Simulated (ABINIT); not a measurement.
# Ti (Im-3m) in ABINIT: settings compared

Aim: see how the results for Ti move with the level of theory and the settings. Levels: LDA, PBEsol. Tasks: single point, relaxation of cell and atoms.

Everything below comes from runs of ABINIT 10.8.3 (patched build). Logs are shortened: lines on timing, memory, paths and dates and some standing lists are left out, and cuts for length are marked. The log counts tension as positive stress, the text compression.

**1. The crystal as given**

The structure is cubic, space group Im-3m (No. 229). The conventional cell has a = 3.282 Å, b = 3.282 Å, c = 3.282 Å, α = 90.00°, β = 90.00°, γ = 90.00°. Around Ti (site symmetry m-3m) lie 8 Ti at 2.84 Å.

This isn't the form of Ti at room conditions, which is hcp.

**2. Single point, LDA**

run.abi reads:

```
# Pseudopotentials
pp_dirpath "./"
pseudos "Ti.upf"

# Structure
acell 5.3711598245 5.3711598245 5.3711598245
rprim
    -0.5773502692     0.5773502692     0.5773502692
     0.5773502692    -0.5773502692     0.5773502692
     0.5773502692     0.5773502692    -0.5773502692
ntypat 1
znucl 22
natom 1
typat 1
xcart
     0.0000000000     0.0000000000     0.0000000000

# Plane-wave basis
ecut 35.0

# k points
kptopt 1
ngkpt 8 8 8
nshiftk 1
shiftk 0.0 0.0 0.0

# Exchange and correlation
ixc 7

# Bands and occupations
nband 10
occopt 3
tsmear 0.05 eV

# SCF cycle
nstep 100
tolvrs 1.0e-10

# Output
iomode 3
prtwf 0
prtden 0
prteig 0
prtebands 0
```

Potentials or basis: PseudoDojo NC SR LDA v0.4.1 standard.

Command:

```
abinit run.abi > log 2>&1
```

run.abo:

```text
.Version 10.8.3 of ABINIT
 Symmetries : space group Im -3 m (#229); Bravais cI (body-center cubic)
================================================================================
 Values of the parameters that define the memory need of the present run
     intxc =       0    ionmov =       0      iscf =       7    lmnmax =       6
     lnmax =       6     mgfft =      30  mpssoang =       3    mqgrid =    3001
     natom =       1  nloc_mem =       1    nspden =       1   nspinor =       1
    nsppol =       1      nsym =      48    n1xccc =    2501    ntypat =       1
    occopt =       3   xclevel =       1
       mpw =        1199          nfft =       27000          nkpt =          29
================================================================================
================================================================================

--------------------------------------------------------------------------------
------------- Echo of variables that govern the present computation ------------
--------------------------------------------------------------------------------
 -outvars: echo values of preprocessed input variables --------
            acell      5.3711598245E+00  5.3711598245E+00  5.3711598245E+00 Bohr
              amu      4.78800000E+01
             ecut      3.50000000E+01 Hartree
              ixc           7
         kptrlatt        8    0    0      0    8    0      0    0    8
          kptrlen      4.29692786E+01
            natom           1
            nband          10
            ngfft          30      30      30
             nkpt          29
            nstep         100
             nsym          48
           ntypat           1
           occopt           3
           prtden           0
        prtebands           0
           prteig           0
            prtwf           0
            rprim     -5.7735026920E-01  5.7735026920E-01  5.7735026920E-01
                       5.7735026920E-01 -5.7735026920E-01  5.7735026920E-01
                       5.7735026920E-01  5.7735026920E-01 -5.7735026920E-01
          spgroup         229
           tolvrs      1.00000000E-10
           tsmear      1.83746611E-03 Hartree
            typat      1
            znucl       22.00000

================================================================================

 chkinp: Checking input parameters for consistency.

================================================================================
== DATASET  1 ==================================================================

--- !DatasetInfo
iteration_state: {dtset: 1, }
dimensions: {natom: 1, nkpt: 29, mband: 10, nsppol: 1, nspinor: 1, nspden: 1, mpw: 1199, }
cutoff_energies: {ecut:  35.0, pawecutdg:  -1.0, }
electrons: {nelect:   1.20000000E+01, charge:   0.00000000E+00, occopt:   3.00000000E+00, tsmear:   1.83746611E-03, }
meta: {optdriver: 0, ionmov: 0, optcell: 0, iscf: 7, paral_kgb: 0, }
...

 Exchange-correlation functional for the present dataset will be:
  LDA: Perdew-Wang 92 LSD fit to Ceperley-Alder data - ixc=7
  J.P.Perdew and Y.Wang, PRB 45, 13244 (1992)

[... 60 lines left out ...]
- [  0.00000000E+00,   0.00000000E+00,   4.02270425E-04, ]
pressure_GPa:  -1.1835E+01
xred      :
- [  0.0000E+00,   0.0000E+00,   0.0000E+00, Ti]
cartesian_forces: # hartree/bohr
- [ -0.00000000E+00,  -0.00000000E+00,  -0.00000000E+00, ]
force_length_stats: {min:   0.00000000E+00, max:   0.00000000E+00, mean:   0.00000000E+00, }
...

 Integrated electronic density in atomic spheres:
 ------------------------------------------------
 Atom  Sphere_radius  Integrated_density
    1        2.00000          9.53660932
================================================================================

 ----iterations are completed or convergence reached----

 Mean square residual over all n,k,spin=   57.458E-08; max=  12.920E-05
 reduced coordinates (array xred) for    1 atoms
       0.000000000000      0.000000000000      0.000000000000
 rms dE/dt=  0.0000E+00; max dE/dt=  0.0000E+00; dE/dt below (all hartree)
    1       0.000000000000      0.000000000000      0.000000000000

 cartesian coordinates (angstrom) at end:
    1      0.00000000000000     0.00000000000000     0.00000000000000

 cartesian forces (hartree/bohr) at end:
    1     -0.00000000000000    -0.00000000000000    -0.00000000000000
 frms,max,avg= 0.0000000E+00 0.0000000E+00   0.000E+00  0.000E+00  0.000E+00 h/b

 cartesian forces (eV/Angstrom) at end:
    1     -0.00000000000000    -0.00000000000000    -0.00000000000000
 frms,max,avg= 0.0000000E+00 0.0000000E+00   0.000E+00  0.000E+00  0.000E+00 e/A
 length scales=  5.371159824500  5.371159824500  5.371159824500 bohr
              =  2.842295373315  2.842295373315  2.842295373315 angstroms
 Fermi (or HOMO) energy (hartree) =   0.33758   Average Vxc (hartree)=  -0.43351
 Eigenvalues (hartree) for nkpt=  29  k points:
 kpt#   1, nband= 10, wtk=  0.00195, kpt=  0.0000  0.0000  0.0000 (reduced coord)
  -1.71867   -0.84349   -0.84349   -0.84349    0.12315    0.37231    0.37231    0.37231
   0.43636    0.43636
      occupation numbers for kpt#   1
   2.00000    2.00000    2.00000    2.00000    2.00000    0.00000    0.00000    0.00000
   0.00000    0.00000
 prteigrs : prtvol=0 or 1, do not print more k-points.

--- !EnergyTerms
iteration_state     : {dtset: 1, }
comment             : Components of total free energy in Hartree
kinetic             :  2.35116937879061E+01
hartree             :  1.22358987965352E+01
xc                  : -8.61823581273542E+00
Ewald energy        : -4.22478846051843E+01
psp_core            :  1.49327258446040E+00
local_psp           : -4.60070321300802E+01
non_local_psp       :  2.92869314007486E-01
internal            : -5.93394180650907E+01
'-kT*entropy'       : -7.01605085456753E-04
total_energy        : -5.93401196701762E+01
total_energy_eV     : -1.61472691622790E+03
band_energy         : -7.40236791408547E+00
...

 Cartesian components of stress tensor (hartree/bohr^3)
  sigma(1 1)=  4.02270425E-04  sigma(3 2)=  0.00000000E+00
  sigma(2 2)=  4.02270425E-04  sigma(3 1)=  0.00000000E+00
  sigma(3 3)=  4.02270425E-04  sigma(2 1)=  0.00000000E+00

-Cartesian components of stress tensor (GPa)         [Pressure= -1.1835E+01 GPa]
- sigma(1 1)=  1.18352045E+01  sigma(3 2)=  0.00000000E+00
- sigma(2 2)=  1.18352045E+01  sigma(3 1)=  0.00000000E+00
- sigma(3 3)=  1.18352045E+01  sigma(2 1)=  0.00000000E+00

== END DATASET(S) ==============================================================
================================================================================

 -outvars: echo values of variables after computation  --------
            acell      5.3711598245E+00  5.3711598245E+00  5.3711598245E+00 Bohr
           etotal     -5.9340119670E+01
            fcart     -0.0000000000E+00 -0.0000000000E+00 -0.0000000000E+00
            rprim     -5.7735026920E-01  5.7735026920E-01  5.7735026920E-01
                       5.7735026920E-01 -5.7735026920E-01  5.7735026920E-01
                       5.7735026920E-01  5.7735026920E-01 -5.7735026920E-01
           strten      4.0227042484E-04  4.0227042484E-04  4.0227042484E-04
                       0.0000000000E+00  0.0000000000E+00  0.0000000000E+00
 Calculation completed.
```

Wall time 8.6 s (1 thread of Arm Neoverse V1, shared host); peak memory 0.06 GiB.

What came out:

* Free energy: -1614.7269 eV
* Band gap on the k mesh: none (metal or under the smearing width)
* Valence electrons inside the program's atomic spheres: Ti 9.54 (radii [1.0584] Å)

Levels at points of the mesh, in eV from the Fermi level:
```csv
k point,band 2,band 3,band 4,band 5,band 6,band 7,band 8,band 9,band 10
"(0.00, 0.00, 0.00)",-32.14,-32.14,-32.14,-5.83,0.95,0.95,0.95,2.69,2.69
"(0.50, 0.00, 0.00)",-32.80,-32.35,-32.14,-2.41,-0.41,1.18,2.67,3.01,4.20
"(0.50, 0.50, 0.50)",-32.59,-32.59,-32.59,-2.04,-2.04,3.85,3.85,3.85,8.24
```

Caveat: the cutoff is too short for stress, so the log's stress isn't used.

**3. Relaxation of cell and atoms, PBEsol**

run.abi reads:

```
# Pseudopotentials
pp_dirpath "./"
pseudos "Ti.upf"

# Structure
acell 5.3711598245 5.3711598245 5.3711598245
rprim
    -0.5773502692     0.5773502692     0.5773502692
     0.5773502692    -0.5773502692     0.5773502692
     0.5773502692     0.5773502692    -0.5773502692
ntypat 1
znucl 22
natom 1
typat 1
chkprim 0
chksymtnons 0
tolsym 1.0e-6
xred
            0.0            0.0            0.0

# Plane-wave basis
ecut 42.0
ecutsm 0.5

# k points
kptopt 1
ngkpt 8 8 8
nshiftk 1
shiftk 0.0 0.0 0.0

# Exchange and correlation
ixc -116133

# Bands and occupations
nband 10
occopt 3
tsmear 0.00183747

# SCF cycle
nstep 80
tolvrs 1.0e-12

# Output
iomode 3
prteig 0
prtebands 0
prtwf 0
prtden 0

# Relaxation
ionmov 2
optcell 2
ntime 50
tolmxf 2.0e-5
dilatmx 1.08
```

Potentials or basis: PseudoDojo NC SR PBEsol v0.4.1 standard.

Command:

```
abinit run.abi > log 2>&1
```

run.abo:

```text
.Version 10.8.3 of ABINIT
 Symmetries : space group Im -3 m (#229); Bravais cI (body-center cubic)
================================================================================
 Values of the parameters that define the memory need of the present run
     intxc =       0    ionmov =       2      iscf =       7    lmnmax =       6
     lnmax =       6     mgfft =      36  mpssoang =       3    mqgrid =    3001
     natom =       1  nloc_mem =       1    nspden =       1   nspinor =       1
    nsppol =       1      nsym =      48    n1xccc =    2501    ntypat =       1
    occopt =       3   xclevel =       2
       mpw =        1974          nfft =       46656          nkpt =          29
================================================================================
================================================================================

--------------------------------------------------------------------------------
------------- Echo of variables that govern the present computation ------------
--------------------------------------------------------------------------------
 -outvars: echo values of preprocessed input variables --------
            acell      5.3711598245E+00  5.3711598245E+00  5.3711598245E+00 Bohr
              amu      4.78800000E+01
          chkprim           0
      chksymtnons           0
          dilatmx      1.08000000E+00
             ecut      4.20000000E+01 Hartree
           ecutsm      5.00000000E-01 Hartree
           ionmov           2
              ixc     -116133
         kptrlatt        8    0    0      0    8    0      0    0    8
          kptrlen      4.29692786E+01
            natom           1
            nband          10
            ngfft          36      36      36
             nkpt          29
            nstep          80
             nsym          48
            ntime          50
           ntypat           1
           occopt           3
          optcell           2
           prtden           0
        prtebands           0
           prteig           0
            prtwf           0
            rprim     -5.7735026920E-01  5.7735026920E-01  5.7735026920E-01
[... 491 lines left out ...]
 Difference of energy with previous step (new-old):
           Absolute (Ha)=-2.74329E-09
           Relative     =-4.62633E-11

 At Broyd/MD step   5, gradients are converged :
  max grad (force/stress) = 1.4578E-07 < tolmxf= 2.0000E-05 ha/bohr (free atoms)

================================================================================

 ----iterations are completed or convergence reached----

 Mean square residual over all n,k,spin=   88.280E-16; max=  44.826E-14
 reduced coordinates (array xred) for    1 atoms
       0.000000000000      0.000000000000      0.000000000000
 rms dE/dt=  0.0000E+00; max dE/dt=  0.0000E+00; dE/dt below (all hartree)
    1       0.000000000000      0.000000000000      0.000000000000

 cartesian coordinates (angstrom) at end:
    1      0.00000000000000     0.00000000000000     0.00000000000000

 cartesian forces (hartree/bohr) at end:
    1     -0.00000000000000    -0.00000000000000    -0.00000000000000
 frms,max,avg= 0.0000000E+00 0.0000000E+00   0.000E+00  0.000E+00  0.000E+00 h/b

 cartesian forces (eV/Angstrom) at end:
    1     -0.00000000000000    -0.00000000000000    -0.00000000000000
 frms,max,avg= 0.0000000E+00 0.0000000E+00   0.000E+00  0.000E+00  0.000E+00 e/A
 length scales=  5.255173188568  5.255173188568  5.255173188568 bohr
              =  2.780917888852  2.780917888852  2.780917888852 angstroms
 Fermi (or HOMO) energy (hartree) =   0.37404   Average Vxc (hartree)=  -0.43969
 Eigenvalues (hartree) for nkpt=  29  k points:
 kpt#   1, nband= 10, wtk=  0.00195, kpt=  0.0000  0.0000  0.0000 (reduced coord)
  -1.68995   -0.80461   -0.80461   -0.80461    0.15281    0.41239    0.41239    0.41239
   0.48177    0.48177
      occupation numbers for kpt#   1
   2.00000    2.00000    2.00000    2.00000    2.00000    0.00000    0.00000    0.00000
   0.00000    0.00000
 prteigrs : prtvol=0 or 1, do not print more k-points.

--- !EnergyTerms
iteration_state     : {dtset: 1, itime: 5, icycle: 1, }
comment             : Components of total free energy in Hartree
kinetic             :  2.35454606042771E+01
hartree             :  1.17702659625049E+01
xc                  : -8.65638297051157E+00
Ewald energy        : -4.31803353235113E+01
psp_core            :  1.58635018139993E+00
local_psp           : -4.47989499630166E+01
non_local_psp       :  4.36840007021033E-01
internal            : -5.92967515018365E+01
'-kT*entropy'       : -6.47688328383742E-04
total_energy        : -5.92973991901649E+01
total_energy_eV     : -1.61356443274570E+03
band_energy         : -6.98675736799472E+00
...

 Cartesian components of stress tensor (hartree/bohr^3)
  sigma(1 1)=  1.45781181E-09  sigma(3 2)=  0.00000000E+00
  sigma(2 2)=  1.45781182E-09  sigma(3 1)=  0.00000000E+00
  sigma(3 3)=  1.45781181E-09  sigma(2 1)=  0.00000000E+00

-Cartesian components of stress tensor (GPa)         [Pressure= -4.2890E-05 GPa]
- sigma(1 1)=  4.28903043E-05  sigma(3 2)=  0.00000000E+00
- sigma(2 2)=  4.28903044E-05  sigma(3 1)=  0.00000000E+00
- sigma(3 3)=  4.28903043E-05  sigma(2 1)=  0.00000000E+00

== END DATASET(S) ==============================================================
================================================================================

 -outvars: echo values of variables after computation  --------
            acell      5.2551731886E+00  5.2551731886E+00  5.2551731886E+00 Bohr
           etotal     -5.9297399190E+01
            fcart     -0.0000000000E+00 -0.0000000000E+00 -0.0000000000E+00
            rprim     -5.7735026919E-01  5.7735026919E-01  5.7735026919E-01
                       5.7735026919E-01 -5.7735026919E-01  5.7735026919E-01
                       5.7735026919E-01  5.7735026919E-01 -5.7735026919E-01
           strten      1.4578118122E-09  1.4578118157E-09  1.4578118122E-09
                       0.0000000000E+00  0.0000000000E+00  0.0000000000E+00
 Calculation completed.
```

Run time: 66 s. Hardware: 1 thread of Arm Neoverse V1, shared host; peak memory 0.08 GiB.

Results:

```yaml
Free_energy: -1613.5644 eV
Relaxed_volume: 16.56 Å³/atom
Relaxed_cell: a = 2.781 Å, b = 2.781 Å, c = 2.781 Å, α = 109.47°, β = 109.47°, γ = 109.47°
Space_group_after_relaxing_to_0.05_Å: Im-3m (No. 229)
Energy_gained_by_relaxing: 25.0 meV/atom
Ionic_steps: 5
Pressure_after_relaxing: 0.0 GPa
Band_gap_on_the_k_mesh: none (metal or under the smearing width)
```

Step by step:
| step | energy change (eV) | largest force (eV/Å) | pressure (GPa) | volume (Å³) |
| --- | --- | --- | --- | --- |
| 1 | 0.0000 | 0.0000 | -6.81 | 17.68 |
| 2 | -0.0133 | 0.0000 | -4.81 | 17.31 |
| 3 | -0.0250 | 0.0000 | 0.34 | 16.51 |
| 4 | -0.0250 | 0.0000 | -0.01 | 16.56 |
| 5 | -0.0250 | 0.0000 | 0.00 | 16.56 |

Final structure:
```xyz
1
Lattice="-1.6056 1.6056 1.6056 1.6056 -1.6056 1.6056 1.6056 1.6056 -1.6056" Properties=species:S:1:pos:R:3 pbc="T T T"
Ti    0.0000    0.0000    0.0000
```

**4. Single point, PBEsol (cell relaxed)**

run.abi reads:

```
# Pseudopotentials
pp_dirpath "./"
pseudos "Ti.upf"

# Structure
acell 5.2551731794 5.2551731794 5.2551731794
rprim
    -0.5773502692     0.5773502692     0.5773502692
     0.5773502692    -0.5773502692     0.5773502692
     0.5773502692     0.5773502692    -0.5773502692
ntypat 1
znucl 22
natom 1
typat 1
xred
     0.0000000000     0.0000000000     0.0000000000
chkprim 0
chksymtnons 0
tolsym 1.0e-6

# Plane-wave basis
ecut 42.0

# k points
kptopt 1
ngkpt 8 8 8
nshiftk 1
shiftk 0.0 0.0 0.0

# Exchange and correlation
ixc -116133

# Bands and occupations
nband 10
occopt 3
tsmear 0.00183747

# SCF cycle
nstep 100
tolvrs 1.0e-10

# Output
iomode 3
prtwf 0
prteig 0
prtebands 0
enunit 2
prtden 1
prtvha 1
prtvclmb 1
prtpot 1
prtelf 1
```

Command:

```
abinit run.abi > log 2>&1
```

Wall time 11 s (1 thread of Arm Neoverse V1, shared host); peak memory 0.07 GiB.

It converged, with:

* Free energy: -1613.5644 eV
* Pressure: 0.0 GPa
* Band gap on the k mesh: none (metal or under the smearing width)
* Valence electrons inside the program's atomic spheres: Ti 9.55 (radii [1.0584] Å)

Levels at points of the mesh, in eV from the Fermi level:
```tsv
k point	band 4	band 5	band 6	band 7	band 8	band 9
(0.00, 0.00, 0.00)	-32.07	-6.02	1.04	1.04	1.04	2.93
(0.50, 0.00, 0.00)	-32.08	-2.57	-0.44	1.30	2.93	3.30
(0.50, 0.50, 0.50)	-32.62	-2.27	-2.27	4.21	4.21	4.21
```

**5. Overview**

| task | level | potentials or basis | cell | cutoff (eV) | cell freedom (optcell) | optimiser (ionmov) | cutoff smearing ecutsm (Ha) | force stop (Ha/bohr) | gap on the mesh (eV) | pressure (GPa) |
| --- | --- | --- | --- | --- | --- | --- | --- | --- | --- | --- |
| single point | LDA | PseudoDojo NC SR LDA v0.4.1 standard | as given | 952 | - | - | - | - | none | - |
| relaxation of cell and atoms | PBEsol | PseudoDojo NC SR PBEsol v0.4.1 standard | relaxed | 1143 | 2 | 2 | 0.5 | 2e-05 | none | 0.0 |
| single point | PBEsol | PseudoDojo NC SR PBEsol v0.4.1 standard | cell relaxed | 1143 | - | - | - | - | none | 0.0 |

Alike in all rows: no spin polarisation; k mesh 8 × 8 × 8; smearing fermi-dirac 0.05 eV.

Total energies depend on the potentials used, so only differences within one code and one set of settings carry meaning.
